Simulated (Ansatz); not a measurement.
Crystal: Br.

```
Br
1.0
     3.36325   -2.32255    0.00000
     3.36325    2.32255    0.00000
     0.00000    0.00000    8.70230
Br
4
Direct
  0.36510 0.63490 0.39010
  0.13490 0.86510 0.89010
  0.63490 0.36510 0.60990
  0.86510 0.13490 0.10990
```

Base run:

* Program: Ansatz 0.2.0
* Functional: HF
* Potentials or basis: Ansatz PAW
* Cutoff: 420 eV (not typed: the program's choice for these potentials)
* k mesh: 4 × 4 × 2
* Occupations: fermi-dirac, width 0.05 eV
* Spin: no spin polarisation

Its results: band gap on the k mesh 10.30 eV, indirect (least direct gap 10.56 eV); pressure 2.5 GPa; largest force 0.573 eV/Å.

Problem. The run is repeated on the same cell with these changes: functional from HF to r2SCAN50; cutoff from 420 eV (not typed: the program's choice for these potentials) to 500 eV (not typed: the program's choice for these potentials). What comes out?

Solution. Band gap on the k mesh 5.95 eV, indirect (least direct gap 6.13 eV); pressure -0.5 GPa; largest force 0.422 eV/Å.

Caveats: the PAW data sets come from PBE, with cores solved anew for the run's functional, which leaves a small shift of forces and pressure; the thresholds are loose for stress; the k mesh misses the band edges, so the gap on the mesh is wider than the one along the path (some runs).
